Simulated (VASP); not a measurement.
Cs, 1 atom in the cell. It takes space group Fm-3m (No. 225, cubic). Conventional cell: a = 7.767 Å, b = 7.767 Å, c = 7.767 Å, α = 90.00°, β = 90.00°, γ = 90.00°. This isn't the form of Cs at room conditions, which is bcc.

```yaml
Program: VASP 6.6.1
Task: single point
Functional: PBE
Potentials_or_basis: VASP PAW PBE potentials, release 64 (Cs_sv)
Cutoff: 520 eV
k_mesh: 12 × 12 × 12
Occupations: gaussian, width 0.1 eV
Spin: no spin polarisation
Dipole_correction: no
Further_INCAR_settings: ALGO = Normal; EDIFF = 1e-06; NBANDS = 10
```

Potentials or basis: VASP PAW PBE potentials, release 64 (Cs_sv).

Launch:

```console
$ cat potpaw_PBE.64/Cs_sv/POTCAR > POTCAR
$ mpirun -np 1 vasp_std > vasp.out
```

Hardware: 1 thread of Intel(R) Xeon(R) 6975P-C (Granite Rapids) (shared host).

Task: Estimate the wall time of this run.

Result: Wall time 34 s on 1 thread of Intel(R) Xeon(R) 6975P-C (Granite Rapids) (shared host), peak memory 0.28 GiB. Counts: scf iterations 10, k points 72.
